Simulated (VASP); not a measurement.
## A VASP 6.6.1 single-point calculation on YN

INCAR

```
LDAUTYPE = 2
LDAUU = 5.0 0
LCHARG = .FALSE.
NELM = 86
ISIF = 2
LDAUJ = 0 0
LWAVE = .FALSE.
ISMEAR = -1
LREAL = .FALSE.
PREC = Accurate
NBANDS = 15
NSW = 0
EDIFF = 1E-7
LASPH = .TRUE.
SIGMA = 0.02
LMAXMIX = 4
GGA = RE
ALGO = Normal
LDAUL = 2 -1
IBRION = -1
ENCUT = 520
LDAU = .TRUE.
ISYM = 1
```

KPOINTS

```
KPOINTS created by Atomic Simulation Environment
0
Gamma
10 10 10
0 0 0
```

POSCAR

```
Y  N
 1.0000000000000000
     0.0000000000000000    2.3501262170000001    2.3501262170000001
     2.3501262170000001    0.0000000000000000    2.3501262170000001
     2.3501262170000001    2.3501262170000001    0.0000000000000000
 Y   N
   1   1
Cartesian
  0.0000000000000000  0.0000000000000000  0.0000000000000000
  2.3501262170000001  2.3501262170000001  2.3501262170000001
```

The recommended PBE PAW datasets give the neutral cell 16 valence electrons.

Command

```
mpirun -np 1 vasp_std
```

Q: Predict the outcome of this run.

A: It converged. Results: gap between bands v and c on the k mesh 0.90 eV; least direct gap on the k mesh 1.22 eV; pressure 50.4 GPa. Band v is the last that the valence electrons fill when counted band by band, and c is the next.

OSZICAR

```
N       E                     dE             d eps       ncg     rms          rms(c)
DAV:   1     0.589917745620E+02    0.58992E+02   -0.83954E+03  1410   0.109E+03
DAV:   2    -0.161723639487E+02   -0.75164E+02   -0.68976E+02  1921   0.243E+02
DAV:   3    -0.191197724073E+02   -0.29474E+01   -0.29336E+01  1770   0.405E+01
DAV:   4    -0.191609842377E+02   -0.41212E-01   -0.41204E-01  1664   0.489E+00
DAV:   5    -0.191616687788E+02   -0.68454E-03   -0.68451E-03  1761   0.489E-01    0.395E+01
DAV:   6    -0.146690000860E+02    0.44927E+01   -0.98997E+00  1564   0.279E+01    0.432E+01
DAV:   7    -0.146533715522E+02    0.15629E-01   -0.53600E-01  1775   0.601E+00    0.315E+01
DAV:   8    -0.146812833110E+02   -0.27912E-01   -0.27144E-01  2010   0.441E+00    0.108E+01
DAV:   9    -0.146672550970E+02    0.14028E-01   -0.50203E-02  1788   0.182E+00    0.275E+00
DAV:  10    -0.146678124634E+02   -0.55737E-03   -0.13537E-03  1592   0.377E-01    0.145E+00
DAV:  11    -0.146680774703E+02   -0.26501E-03   -0.63240E-04  1522   0.245E-01    0.164E-01
DAV:  12    -0.146680854844E+02   -0.80141E-05   -0.11817E-05  1831   0.324E-02    0.716E-02
DAV:  13    -0.146680849709E+02    0.51350E-06   -0.16709E-06  2104   0.830E-03    0.878E-03
DAV:  14    -0.146680851124E+02   -0.14149E-06   -0.11489E-07  1577   0.319E-03    0.826E-03
DAV:  15    -0.146680850461E+02    0.66364E-07   -0.15478E-08   859   0.985E-04
   1 F= -.14668085E+02 E0= -.14668085E+02  d E =-.104304E-11
```

For comparison, a separate r²SCAN run of the intended cell, on usual settings and not on those above, gives a gap of 0.35 eV on its mesh and a pressure of 26.8 GPa.
